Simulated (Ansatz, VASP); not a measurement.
## Two plane-wave programs on GaN

The input INCAR:

```
  PREC = Accurate
  ENCUT = 520
  EDIFF = 1E-6
  ISMEAR = -1
  SIGMA = 0.02
  LREAL = False
  LASPH = True
  NELM = 80
  ALGO = Normal
  ISIF = 2
  LWAVE = False
  LCHARG = False
  GGA = PE
  NBANDS = 16
```

Contents of KPOINTS:

```
regular mesh
0
Gamma
  10 10 10
```

POSCAR

```
GaN
1.0
    0.0000000000      2.2489526240      2.3573521404
    2.2489526240      0.0000000000      2.3573521404
    2.2489526240      2.2489526240      0.0000000000
Ga N
1 1
Direct
    0.0000000000      0.0000000000      0.0000000000
    0.7500000000      0.7500000000      0.7500000000
```

Input for Ansatz:

```yaml
crystal:
  lattice:
    - [0.0, 2.248952624, 2.3573521404]
    - [2.248952624, 0.0, 2.3573521404]
    - [2.248952624, 2.248952624, 0.0]
  atoms:
    - { symbol: Ga, position: [0.0, 0.0, 0.0] }
    - { symbol: "N", position: [0.75, 0.75, 0.75] }
kpoints:
  mp_grid: { grid: [10, 10, 10] }
  band_path:
    path:
      - [0.0, 0.0, 0.0]
      - [-0.5, -0.5, 0.0]
      - [-0.375, -0.375, 0.25]
      - [-0.375, 0.0, 0.375]
      - [0.0, 0.0, 0.5]
      - [-0.5, -0.25, 0.25]
    npoints: 1
hamiltonian:
  xc: pbe
scf:
  occupations: { method: fermi_dirac, width: 0.02 }
  n_extra_bands: 4
output:
  forces: true
  stress: true
  eigenvalues: true
```

Change from the starting cell: uniaxial_z strain +4.8%.

Alike in both runs: task single point; functional PBE; k mesh 10 × 10 × 10; occupations fermi-dirac, width 0.02 eV; no spin polarisation.

|  | VASP | Ansatz |
| --- | --- | --- |
| version | VASP 6.6.1 | Ansatz 0.2.0 |
| potentials or method | VASP PAW PBE potentials, release 64 (Ga_d, N) | plane waves, PAW |
| plane-wave cutoff (eV) | 520 | 420 |
| valence electrons in the cell | 18 | 18 |

Ansatz gave:

* gap on the k mesh at the Fermi level (eV): 1.37
* pressure (GPa): -2.4
* largest component of the traceless stress (GPa): 4.29

Task: Estimate VASP's values.

Result: gap on the k mesh at the Fermi level (eV): 1.37; pressure (GPa): -2.3; largest component of the traceless stress (GPa): 4.29.

The functional is the same, so the differences come from potentials, cutoffs and numerics.
